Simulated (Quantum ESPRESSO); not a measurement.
Crystal: FeO.

```
CELL_PARAMETERS angstrom
1.51768 0.87623 2.51579
-1.51768 0.87623 2.51579
0.00000 -1.75247 2.51579
ATOMIC_POSITIONS crystal
Fe 0.00000 0.00000 0.00000
O 0.50000 0.50000 0.50000
```

Program: Quantum ESPRESSO 7.5. Alike in all runs: task single point; potentials or basis PseudoDojo 0.4.1 SR PBEsol standard; spin collinear, ferromagnetic start; Fe d U = 3 eV; cell as given; k mesh 8 × 8 × 8; cutoff (eV) 1225; smearing gaussian 0.05 eV.

Q: Order these runs on this cell by their pressure, lowest first.
A. level LDA+U; form of the LDA correlation PZ81
B. level PW91+U
C. level PBEsol+U
D. level revPBE+U

A: A (-13.7 GPa), C (-7.2 GPa), B (0.3 GPa), D (4.7 GPa).

Caveats: a cell with one magnetic atom can't hold antiferromagnetic order, which such compounds often take; the potentials were made for another functional, which shifts forces and pressure (some runs).

Runs at the PBE level aren't shown here.
